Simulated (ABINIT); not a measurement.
# KI (Fm-3m) in ABINIT: further runs

One crystal, KI, is run at these levels: LDA, BLYP, PBE; tasks: single point.

Program: ABINIT 10.8.3 (patched build). These are calculated values, not measurements. Logs are shortened: lines on timing, memory, paths and dates and some standing lists are left out, and cuts for length are marked. The log counts tension as positive stress, the text compression.

**Measured values to compare with.**

From a printed reference work, monograph, for a bulk crystal of KI: band gap 6.32 eV.

The runs below are set against these values where they give the same quantity.

### Step 1. The structure

It takes space group Fm-3m (No. 225, cubic). Conventional cell: a = 7.066 Å, b = 7.066 Å, c = 7.066 Å, α = 90.00°, β = 90.00°, γ = 90.00°. I (site symmetry m-3m) is surrounded by 6 K at 3.53 Å. K (site symmetry m-3m) is surrounded by 6 I at 3.53 Å.

### Step 2. Single point, LDA

run.abi reads:

```
# Pseudopotentials
pp_dirpath "./"
pseudos "I.upf, K.upf"

# Structure
acell 9.4412575124 9.4412575124 9.4412575124
rprim
     0.0000000000     0.7071067812     0.7071067812
     0.7071067812     0.0000000000     0.7071067812
     0.7071067812     0.7071067812     0.0000000000
ntypat 2
znucl 53 19
natom 2
typat 1 2
xred
     0.5000000000     0.5000000000     0.5000000000
     0.0000000000     0.0000000000     0.0000000000

# Plane-wave basis
ecut 27.0

# k points
kptopt 1
ngkpt 5 5 5
nshiftk 1
shiftk 0.0 0.0 0.0

# Exchange and correlation
ixc 7

# Bands and occupations
nband 12
occopt 3
tsmear 0.00183747

# SCF cycle
nstep 100
tolvrs 1.0e-10

# Output
iomode 3
prtwf 0
prtden 0
prteig 0
prtebands 0
enunit 2
prtvol 2
```

Potentials or basis: PseudoDojo NC SR LDA v0.4.1 standard.

Started as:

```console
> abinit run.abi > log 2>&1
```

run.abo:

```text
.Version 10.8.3 of ABINIT
 Symmetries : space group Fm -3 m (#225); Bravais cF (face-center cubic)
================================================================================
 Values of the parameters that define the memory need of the present run
     intxc =       0    ionmov =       0      iscf =       7    lmnmax =       6
     lnmax =       6     mgfft =      48  mpssoang =       3    mqgrid =    3001
     natom =       2  nloc_mem =       1    nspden =       1   nspinor =       1
    nsppol =       1      nsym =      48    n1xccc =    2501    ntypat =       2
    occopt =       3   xclevel =       1
       mpw =        4004          nfft =      110592          nkpt =          10
================================================================================
================================================================================

--------------------------------------------------------------------------------
------------- Echo of variables that govern the present computation ------------
--------------------------------------------------------------------------------
 -outvars: echo values of preprocessed input variables --------
            acell      9.4412575124E+00  9.4412575124E+00  9.4412575124E+00 Bohr
              amu      1.26904470E+02  3.90983000E+01
             ecut      2.70000000E+01 Hartree
           enunit           2
              ixc           7
         kptrlatt        5    0    0      0    5    0      0    0    5
          kptrlen      4.72062876E+01
            natom           2
            nband          12
            ngfft          48      48      48
             nkpt          10
            nstep         100
             nsym          48
           ntypat           2
           occopt           3
           prtden           0
        prtebands           0
           prteig           0
           prtvol           2
            prtwf           0
            rprim      0.0000000000E+00  7.0710678120E-01  7.0710678120E-01
                       7.0710678120E-01  0.0000000000E+00  7.0710678120E-01
                       7.0710678120E-01  7.0710678120E-01  0.0000000000E+00
          spgroup         225
           tolvrs      1.00000000E-10
           tsmear      1.83747000E-03 Hartree
            typat      1  2
           xangst      3.5327749977E+00  3.5327749977E+00  3.5327749977E+00
                       0.0000000000E+00  0.0000000000E+00  0.0000000000E+00
            xcart      6.6759772101E+00  6.6759772101E+00  6.6759772101E+00
                       0.0000000000E+00  0.0000000000E+00  0.0000000000E+00
             xred      5.0000000000E-01  5.0000000000E-01  5.0000000000E-01
                       0.0000000000E+00  0.0000000000E+00  0.0000000000E+00
            znucl       53.00000   19.00000

[... 218 lines left out ...]
   0.00000    0.00000    0.00000    0.00000
 Fermi (or HOMO) energy (eV) =   1.67558   Average Vxc (eV)=  -7.67701
 Eigenvalues (   eV  ) for nkpt=  10  k points:
 kpt#   1, nband= 12, wtk=  0.00800, kpt=  0.0000  0.0000  0.0000 (reduced coord)
 -28.23782  -11.92374  -11.92374  -11.92374  -10.67154   -0.05230   -0.05230   -0.05230
   3.55173    6.25021    6.25022    6.25022
 kpt#   2, nband= 12, wtk=  0.06400, kpt=  0.2000  0.0000  0.0000 (reduced coord)
 -28.23780  -11.99103  -11.92485  -11.92485  -10.56120   -0.64532   -0.18225   -0.18225
   4.40810    6.17806    6.66319    6.66321
 kpt#   3, nband= 12, wtk=  0.06400, kpt=  0.4000  0.0000  0.0000 (reduced coord)
 -28.23606  -12.08252  -11.92630  -11.92630  -10.39621   -1.33536   -0.37323   -0.37323
   5.13129    7.12155    7.59572    7.59572
 kpt#   4, nband= 12, wtk=  0.04800, kpt=  0.2000  0.2000  0.0000 (reduced coord)
 -28.23715  -11.98181  -11.93062  -11.93062  -10.55718   -0.71253   -0.20597   -0.20597
   4.58457    5.48838    7.17873    7.18865
 kpt#   5, nband= 12, wtk=  0.19200, kpt=  0.4000  0.2000  0.0000 (reduced coord)
 -28.23638  -12.03100  -11.93502  -11.93386  -10.46163   -1.10315   -0.45528   -0.35841
   5.26501    5.89163    7.42665    7.69987
 kpt#   6, nband= 12, wtk=  0.19200, kpt= -0.4000  0.2000  0.0000 (reduced coord)
 -28.23575  -12.05740  -11.94304  -11.92989  -10.40740   -1.23807   -0.61343   -0.42746
   5.66923    6.72443    7.16772    8.02280
 kpt#   7, nband= 12, wtk=  0.09600, kpt= -0.2000  0.2000  0.0000 (reduced coord)
 -28.23696  -12.03363  -11.93875  -11.92437  -10.46678   -1.02198   -0.41053   -0.32470
   5.32352    6.04379    7.05292    7.16638
 kpt#   8, nband= 12, wtk=  0.04800, kpt=  0.4000  0.4000  0.0000 (reduced coord)
 -28.23601  -11.98384  -11.94200  -11.94200  -10.51823   -1.08285   -0.40269   -0.40269
   4.74770    5.45984    7.80655    7.81496
 kpt#   9, nband= 12, wtk=  0.09600, kpt= -0.4000  0.4000  0.0000 (reduced coord)
 -28.23548  -11.98111  -11.96800  -11.93949  -10.48302   -0.99380   -0.72698   -0.44478
   5.11767    6.03825    7.60290    8.13035
 kpt#  10, nband= 12, wtk=  0.19200, kpt= -0.4000  0.4000  0.2000 (reduced coord)
 -28.23573  -12.01030  -11.95185  -11.94358  -10.45318   -1.02594   -0.66905   -0.54477
   5.75826    6.31713    6.60263    8.18287
 Total charge density [el/Bohr^3]
)     Maximum=    5.5599E-01  at reduced coord.    0.0625    0.9375    0.9375
)Next maximum=    5.5599E-01  at reduced coord.    0.9375    0.0625    0.9375
)     Minimum=    9.2246E-04  at reduced coord.    0.2500    0.2500    0.2500
)Next minimum=    9.2246E-04  at reduced coord.    0.7500    0.7500    0.7500
   Integrated=    1.6000E+01

--- !EnergyTerms
iteration_state     : {dtset: 1, }
comment             : Components of total free energy in Hartree
kinetic             :  1.34127032167855E+01
hartree             :  9.52329959838235E+00
xc                  : -1.02010442058069E+01
Ewald energy        : -2.74618377972826E+01
psp_core            :  6.83053226062057E-01
local_psp           : -3.53151846969809E+01
non_local_psp       :  6.31674458498665E+00
internal            : -4.30422660738538E+01
'-kT*entropy'       :  1.25327346604707E-15
total_energy        : -4.30422660738538E+01
total_energy_eV     : -1.17123972703792E+03
band_energy         : -5.62662243707136E+00
...

 Cartesian components of stress tensor (hartree/bohr^3)
  sigma(1 1)=  6.21225821E-05  sigma(3 2)=  0.00000000E+00
  sigma(2 2)=  6.21225821E-05  sigma(3 1)=  0.00000000E+00
  sigma(3 3)=  6.21225821E-05  sigma(2 1)=  0.00000000E+00

-Cartesian components of stress tensor (GPa)         [Pressure= -1.8277E+00 GPa]
- sigma(1 1)=  1.82770947E+00  sigma(3 2)=  0.00000000E+00
- sigma(2 2)=  1.82770947E+00  sigma(3 1)=  0.00000000E+00
- sigma(3 3)=  1.82770947E+00  sigma(2 1)=  0.00000000E+00

== END DATASET(S) ==============================================================
================================================================================

 -outvars: echo values of variables after computation  --------
            acell      9.4412575124E+00  9.4412575124E+00  9.4412575124E+00 Bohr
           etotal     -4.3042266074E+01
            fcart     -0.0000000000E+00 -0.0000000000E+00 -0.0000000000E+00
                      -0.0000000000E+00 -0.0000000000E+00 -0.0000000000E+00
            rprim      0.0000000000E+00  7.0710678120E-01  7.0710678120E-01
                       7.0710678120E-01  0.0000000000E+00  7.0710678120E-01
                       7.0710678120E-01  7.0710678120E-01  0.0000000000E+00
           strten      6.2122582080E-05  6.2122582080E-05  6.2122582080E-05
                       0.0000000000E+00  0.0000000000E+00  0.0000000000E+00
           xangst      3.5327749977E+00  3.5327749977E+00  3.5327749977E+00
                       0.0000000000E+00  0.0000000000E+00  0.0000000000E+00
             xred      5.0000000000E-01  5.0000000000E-01  5.0000000000E-01
                       0.0000000000E+00  0.0000000000E+00  0.0000000000E+00
 Calculation completed.
```

Run time: 13 s. Hardware: 1 thread of Arm Neoverse V2, shared host; peak memory 0.08 GiB.

What came out:

| Property | Result |
| --- | --- |
| Free energy | -1171.2397 eV |
| Band gap on the k mesh | 3.60 eV, direct |
| Valence electrons inside the program's atomic spheres | I 2.95; K 6.93 |

Levels at points of the mesh, in eV from the valence-band top:
| k point | band 6 | band 7 | band 8 | band 9 | band 10 | band 11 |
| --- | --- | --- | --- | --- | --- | --- |
| (0.00, 0.00, 0.00) | 0.00 | 0.00 | 0.00 | 3.60 | 6.30 | 6.30 |

Caveat: the cutoff is too short for stress, so the log's stress isn't used; spin-orbit coupling is left out, which moves the levels of the heavy elements.

### Step 3. Single point, BLYP (cell stretched)

Changes to run.abi since step 2:

```diff
@@ -2,6 +2,6 @@
 pp_dirpath "./"
-pseudos "I.upf, K.upf"
+pseudos "I.GGA_PBE-JTH.xml, K.GGA_PBE-JTH.xml"
 
 # Structure
-acell 9.4412575124 9.4412575124 9.4412575124
+acell 5.0618439931 5.0618439931 5.0618439931 Angstrom
 rprim
@@ -17,5 +17,10 @@
      0.0000000000     0.0000000000     0.0000000000
+chkprim 0
+chksymtnons 0
+tolsym 1.0e-6
 
 # Plane-wave basis
-ecut 27.0
+ecut 10.8
+pawecutdg 21.6
+pawxcdev 0
 
@@ -28,3 +33,3 @@
 # Exchange and correlation
-ixc 7
+ixc -106131
 
@@ -37,3 +42,3 @@
 nstep 100
-tolvrs 1.0e-10
+tolvrs 1.0e-9
 
@@ -46,2 +51 @@
 enunit 2
-prtvol 2
```

Potentials or basis: JTH PAW PBE v2.0.

Started as:

```console
> abinit run.abi > log 2>&1
```

Wall time 8.4 s (1 thread of Arm Neoverse V2, shared host); peak memory 0.1 GiB.

Results (log left out):

| Quantity | Value |
| --- | --- |
| Free energy | -1095.8840 eV |
| Pressure | 0.8 GPa |
| Band gap on the k mesh | 3.89 eV, direct |
| Valence electrons inside the program's atomic spheres | I 4.04; K 7.15 |

Levels at points of the mesh, in eV from the valence-band top:
```
           k point  band 6  band 7  band 8  band 9  band 10  band 11
(0.00, 0.00, 0.00)    0.00    0.00    0.00    3.89     6.48     6.48
```

Caveat: the PAW data sets were made with another functional, which shifts forces and pressure a little; spin-orbit coupling is left out, which moves the levels of the heavy elements.

### Step 4. Single point, PBE

run.abi reads:

```
# Pseudopotentials
pp_dirpath "./"
pseudos "I.upf, K.upf"

# Structure
acell 9.4412575124 9.4412575124 9.4412575124
rprim
     0.0000000000     0.7071067812     0.7071067812
     0.7071067812     0.0000000000     0.7071067812
     0.7071067812     0.7071067812     0.0000000000
ntypat 2
znucl 53 19
natom 2
typat 1 2
xred
     0.5000000000     0.5000000000     0.5000000000
     0.0000000000     0.0000000000     0.0000000000

# Plane-wave basis
ecut 26.0

# k points
kptopt 1
ngkpt 5 5 5
nshiftk 1
shiftk 0.0 0.0 0.0

# Exchange and correlation
ixc 11

# Bands and occupations
nband 12
occopt 3
tsmear 0.00183747

# SCF cycle
nstep 100
tolvrs 1.0e-10

# Output
iomode 3
prtwf 0
prtden 0
prteig 0
prtebands 0
```

Potentials or basis: Ansatz NC PBE.

Started as:

```console
> abinit run.abi > log 2>&1
```

run.abo:

```text
[... set-up lines left out ...]
 ETOT  1  -41.290573273089    -4.129E+01 1.818E-02 5.074E+01
 ETOT  2  -41.305139241608    -1.457E-02 1.847E-03 2.488E+00
 ETOT  3  -41.305263606696    -1.244E-04 7.241E-04 3.498E-01
 ETOT  4  -41.305271957563    -8.351E-06 6.539E-04 4.604E-02
 ETOT  5  -41.305273410443    -1.453E-06 2.507E-04 9.565E-04
 ETOT  6  -41.305273512638    -1.022E-07 3.185E-04 5.044E-05
 ETOT  7  -41.305273514838    -2.200E-09 1.861E-04 1.488E-06
 ETOT  8  -41.305273514935    -9.693E-11 1.592E-04 5.943E-08
 ETOT  9  -41.305273514941    -6.281E-12 1.484E-04 5.086E-10
 ETOT 10  -41.305273514941     3.553E-14 7.730E-05 1.530E-11

 At SCF step   10       vres2   =  1.53E-11 < tolvrs=  1.00E-10 =>converged.

 Cartesian components of stress tensor (hartree/bohr^3)
  sigma(1 1)= -1.38058665E-05  sigma(3 2)=  0.00000000E+00
  sigma(2 2)= -1.38058665E-05  sigma(3 1)=  0.00000000E+00
  sigma(3 3)= -1.38058665E-05  sigma(2 1)=  0.00000000E+00

--- !ResultsGS
iteration_state: {dtset: 1, }
comment   : Summary of ground state results
lattice_vectors:
- [  0.0000000,   6.6759772,   6.6759772, ]
- [  6.6759772,   0.0000000,   6.6759772, ]
- [  6.6759772,   6.6759772,   0.0000000, ]
lattice_lengths: [   9.44126,    9.44126,    9.44126, ]
lattice_angles: [ 60.000,  60.000,  60.000, ] # degrees, (23, 13, 12)
lattice_volume:   5.9507887E+02
convergence: {deltae:  3.553E-14, res2:  1.530E-11, residm:  7.730E-05, diffor: null, }
etotal    :  -4.13052735E+01
entropy   :   0.00000000E+00
fermie    :   9.42355628E-02
cartesian_stress_tensor: # hartree/bohr^3
- [ -1.38058665E-05,   0.00000000E+00,   0.00000000E+00, ]
- [  0.00000000E+00,  -1.38058665E-05,   0.00000000E+00, ]
- [  0.00000000E+00,   0.00000000E+00,  -1.38058665E-05, ]
pressure_GPa:   4.0618E-01
xred      :
- [  5.0000E-01,   5.0000E-01,   5.0000E-01,  I]
- [  0.0000E+00,   0.0000E+00,   0.0000E+00,  K]
cartesian_forces: # hartree/bohr
- [ -0.00000000E+00,  -0.00000000E+00,  -0.00000000E+00, ]
- [ -0.00000000E+00,  -0.00000000E+00,  -0.00000000E+00, ]
force_length_stats: {min:   0.00000000E+00, max:   0.00000000E+00, mean:   0.00000000E+00, }
...

 Integrated electronic density in atomic spheres:
 ------------------------------------------------
 Atom  Sphere_radius  Integrated_density
    1        2.00000          2.89425514
    2        2.00000          6.91518092
================================================================================

 ----iterations are completed or convergence reached----

 Mean square residual over all n,k,spin=   10.979E-07; max=  77.298E-06
 reduced coordinates (array xred) for    2 atoms
       0.500000000000      0.500000000000      0.500000000000
       0.000000000000      0.000000000000      0.000000000000
 rms dE/dt=  0.0000E+00; max dE/dt=  0.0000E+00; dE/dt below (all hartree)
    1       0.000000000000      0.000000000000      0.000000000000
    2       0.000000000000      0.000000000000      0.000000000000

 cartesian coordinates (angstrom) at end:
    1      3.53277499768200     3.53277499768200     3.53277499768200
    2      0.00000000000000     0.00000000000000     0.00000000000000

 cartesian forces (hartree/bohr) at end:
    1     -0.00000000000000    -0.00000000000000    -0.00000000000000
    2     -0.00000000000000    -0.00000000000000    -0.00000000000000
 frms,max,avg= 0.0000000E+00 0.0000000E+00   0.000E+00  0.000E+00  0.000E+00 h/b

 cartesian forces (eV/Angstrom) at end:
    1     -0.00000000000000    -0.00000000000000    -0.00000000000000
    2     -0.00000000000000    -0.00000000000000    -0.00000000000000
 frms,max,avg= 0.0000000E+00 0.0000000E+00   0.000E+00  0.000E+00  0.000E+00 e/A
 length scales=  9.441257512400  9.441257512400  9.441257512400 bohr
              =  4.996098314439  4.996098314439  4.996098314439 angstroms
 Fermi (or HOMO) energy (hartree) =   0.09424   Average Vxc (hartree)=  -0.26460
 Eigenvalues (hartree) for nkpt=  10  k points:
 kpt#   1, nband= 12, wtk=  0.00800, kpt=  0.0000  0.0000  0.0000 (reduced coord)
  -1.04473   -0.43790   -0.43790   -0.43790   -0.38364    0.00255    0.00255    0.00255
   0.14825    0.24163    0.24163    0.24163
      occupation numbers for kpt#   1
   2.00000    2.00000    2.00000    2.00000    2.00000    2.00000    2.00000    2.00000
   0.00000    0.00000    0.00000    0.00000
 prteigrs : prtvol=0 or 1, do not print more k-points.

--- !EnergyTerms
iteration_state     : {dtset: 1, }
comment             : Components of total free energy in Hartree
kinetic             :  1.32858843206116E+01
hartree             :  9.51819163404540E+00
xc                  : -8.36805593390974E+00
Ewald energy        : -2.74618377972826E+01
psp_core            :  7.77051947837279E-01
local_psp           : -3.46067434459831E+01
non_local_psp       :  5.55023575973994E+00
internal            : -4.13052735149412E+01
'-kT*entropy'       :  1.18677266242811E-15
total_energy        : -4.13052735149412E+01
total_energy_eV     : -1.12397375161095E+03
band_energy         : -5.58884014986784E+00
...

 Cartesian components of stress tensor (hartree/bohr^3)
  sigma(1 1)= -1.38058665E-05  sigma(3 2)=  0.00000000E+00
  sigma(2 2)= -1.38058665E-05  sigma(3 1)=  0.00000000E+00
  sigma(3 3)= -1.38058665E-05  sigma(2 1)=  0.00000000E+00

-Cartesian components of stress tensor (GPa)         [Pressure=  4.0618E-01 GPa]
- sigma(1 1)= -4.06182617E-01  sigma(3 2)=  0.00000000E+00
- sigma(2 2)= -4.06182617E-01  sigma(3 1)=  0.00000000E+00
- sigma(3 3)= -4.06182617E-01  sigma(2 1)=  0.00000000E+00

== END DATASET(S) ==============================================================
================================================================================

 -outvars: echo values of variables after computation  --------
            acell      9.4412575124E+00  9.4412575124E+00  9.4412575124E+00 Bohr
           etotal     -4.1305273515E+01
            fcart     -0.0000000000E+00 -0.0000000000E+00 -0.0000000000E+00
                      -0.0000000000E+00 -0.0000000000E+00 -0.0000000000E+00
            rprim      0.0000000000E+00  7.0710678120E-01  7.0710678120E-01
                       7.0710678120E-01  0.0000000000E+00  7.0710678120E-01
                       7.0710678120E-01  7.0710678120E-01  0.0000000000E+00
           strten     -1.3805866549E-05 -1.3805866549E-05 -1.3805866549E-05
                       0.0000000000E+00  0.0000000000E+00  0.0000000000E+00
           xangst      3.5327749977E+00  3.5327749977E+00  3.5327749977E+00
                       0.0000000000E+00  0.0000000000E+00  0.0000000000E+00
             xred      5.0000000000E-01  5.0000000000E-01  5.0000000000E-01
                       0.0000000000E+00  0.0000000000E+00  0.0000000000E+00
 Calculation completed.
```

It took 19 s on 1 thread of Arm Neoverse V1, shared host; peak memory 0.08 GiB.

Results:

| Property | Result |
| --- | --- |
| Free energy | -1123.9738 eV |
| Pressure | 0.4 GPa |
| Band gap on the k mesh | 3.96 eV, direct |
| Valence electrons inside the program's atomic spheres | I 2.89; K 6.92 |

Caveat: spin-orbit coupling is left out, which moves the levels of the heavy elements.

### Step 5. Overview

```tsv
level	potentials or basis	cell	cutoff (eV)	fine-grid cutoff	gap on the mesh (eV)	pressure (GPa)
LDA	PseudoDojo NC SR LDA v0.4.1 standard	as given	735	-	3.60	-
BLYP	JTH PAW PBE v2.0	cell stretched	294	587.766 eV	3.89	0.8
PBE	Ansatz NC PBE	as given	707	-	3.96	0.4
```

Alike in all rows: task single point; no spin polarisation; k mesh 5 × 5 × 5; smearing fermi-dirac 0.05 eV.

Caveats: spin-orbit coupling is left out, which moves the levels of the heavy elements; the PAW data sets were made with another functional, which shifts forces and pressure a little (some runs).

Absolute energies hang on the potentials; compare differences alone.

### Step 6. Against experiment

Step 4. Against the measured gap of KI, 6.32 eV (a printed reference work, monograph), the calculated 3.96 eV is off by -2.36 eV. Spin-orbit coupling on I is left out. The value is that of PBE, without temperature or zero-point motion. Semilocal functionals fall short of measured gaps as a rule.
